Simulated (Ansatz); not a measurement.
Y: the change of pressure and energy above lowest point with volume per atom

Equation of state of a cubic crystal from periodic Kohn-Sham density functional theory without spin; pressure corrected for the finite basis. The results are calculated, by Ansatz 0.2.0 development build.

Cell of the first row (space group Fm-3m, No. 225):
```
cell vectors (Å)
   0.0000     2.4629     2.4629
   2.4629     0.0000     2.4629
   2.4629     2.4629     0.0000
atoms (fractions of the cell vectors)
Y   0.00000  0.00000  0.00000
```

Settings of every row: formula Y; structure type fcc; functional r2SCAN; spin treatment none; k mesh 12x12x12; occupation method fermi-dirac; occupation width 0.1 eV; wave cutoff 700 eV; datasets hard PAW; density cutoff ratio 4; xc grid level 2.

Limits: a cubic model structure, not a phase known at ambient conditions; pseudopotentials made with PBE, not this functional; the SCF threshold is loose for a stress in some rows.

```csv
row,volume per atom (Å³),pressure (GPa),energy above lowest point (meV/atom)
1,29.88,?,?
2,30.854,3.242,23.74
3,31.828,1.872,8.27
4,32.803,0.658,0.65
5,33.777,-0.423,0
```

Question: what pressure and energy above lowest point should row 1 give?

Worked fit of pressure. Take u = (V_r/V)^(2/3) − 1 with V_r = 32.316 Å³ an atom, which is twice the finite (Eulerian) strain; such expansions in the strain, on which the Birch-Murnaghan equation of state is built, carry the rest volume and the bulk modulus. The shown rows have u = 0.03135, 0.0102, -0.00992, -0.02905. Least squares give pressure = 1.2461 + 60.429 × u + 102.85 × u² GPa; a straight line predicts inner rows, each left out in turn, worse (root mean square 0.06 against 0.0027 GPa). The rows lie off it by 0.000, -0.001, 0.001, 0.000. The pressure vanishes at u = -0.0214, or V = 33.38 Å³ an atom, and there the bulk modulus at fixed shape and fractions is B = −V dP/dV = (2/3)(1 + u) dP/du = 36.6 GPa. The withheld row has u = 0.05364, so the fit gives 1.2461 + 60.429 × (0.05364) + 102.85 × (0.05364)² = 4.783 GPa.

The calculation gave 4.791 GPa. The fit lies 0.008 GPa (0.15 % of the column's range) below it; its largest miss of a shown row is 0.001 GPa. This row lies beyond the range of the fit.

Worked fit of energy above lowest point. Take u = (V_r/V)^(2/3) − 1 with V_r = 32.316 Å³ an atom, which is twice the finite (Eulerian) strain; such expansions in the strain, on which the Birch-Murnaghan equation of state is built, carry the rest volume and the bulk modulus. The shown rows have u = 0.03135, 0.0102, -0.00992, -0.02905. Least squares give energy above lowest point = 3.532 + 373.45 × u + 8657.8 × u² meV/atom; a straight line predicts inner rows, each left out in turn, worse (root mean square 5 against 0.064 meV/atom). The rows lie off it by -0.01, 0.03, -0.03, 0.01. Its lowest point lies at u = -0.0216, or V = 33.39 Å³ an atom, and the curvature there gives the bulk modulus at fixed shape and fractions, B = (4/9)(1 + u)² E″(u)/V = 35.4 GPa. The withheld row has u = 0.05364, so the fit gives 3.532 + 373.45 × (0.05364) + 8657.8 × (0.05364)² = 48.47 meV/atom.

The calculation gave 48.06 meV/atom. The fit lies 0.41 meV/atom (0.85 % of the column's range) above it; its largest miss of a shown row is 0.03 meV/atom. This row lies beyond the range of the fit.
